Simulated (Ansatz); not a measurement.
Space group P-3m1 (No. 164). a = 2.951 Å, b = 2.951 Å, c = 4.814 Å, α = 90.00°, β = 90.00°, γ = 120.00°
```csv
atom,site,symmetry,x,y,z
Ti,2d,3m.,0.6667,0.3333,0.2689
O,1a,-3m.,0.0000,0.0000,0.0000
```

Equation of state of this Ti$_{2}$O structure (not necessarily the ground state), with shape and atoms relaxed at each volume where symmetry leaves them free. It has no gap at any of these volumes. The calculation used DFT r2SCAN, scalar-relativistic, plane waves, PAW in Ansatz 0.2.0.

Settings: cutoff 500 eV, Γ-centred mesh 18×18×10 on the computed 3-atom cell, Gaussian smearing of 0.10 eV; no spin polarisation.

```
V (Å³/atom) E − E(largest V) (meV/atom) P (GPa)
     10.653                        69.94    32.87
     11.016                         7.39    22.63
     11.379                       -33.68    13.88
     11.742                       -56.39     6.39
     12.105                       -63.39    -0.01
     12.469                       -56.93    -5.49
     12.832                       -38.98   -10.18
     13.316                         0.00   -15.39
```

Problem. Fit a third-order Birch–Murnaghan equation to E(V).

Solution. V0 = 12.10 Å³/atom, B0 = 197 GPa, B0' = 4.2.

Spin polarisation was left out, and a magnetic state may lie lower.